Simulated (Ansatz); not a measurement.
The system is TaN.

```
Ta N
1.0
     0.00000    2.21132    2.21132
     2.21132    0.00000    2.21132
     2.21132    2.21132    0.00000
Ta N
1 1
Direct
  0.50000 0.50000 0.50000
  0.00000 0.00000 0.00000
```

The cell comes from a database or a generator and needn't be the stable form of this composition.

Base run:

| Property | Result |
| --- | --- |
| Program | Ansatz 0.2.0 |
| Functional | PBEsol |
| Potentials or basis | all-electron LAPW, scalar-relativistic |
| Cutoff | 355 eV |
| Density cutoff | 1420 eV |
| Basis error allowed | 0.001 eV/atom |
| k mesh | 10 × 10 × 10 |
| Occupations | fermi-dirac, width 0.05 eV |
| Spin | no spin polarisation |

Its results: pressure -10.7 GPa.

The run is repeated on the same cell with these changes: functional from PBEsol to revPBE. What comes out?

Pressure 2.2 GPa.

revPBE binds less tightly than PBEsol, so the same cell stands under more pressure.

Not every run made on this cell is shown here.
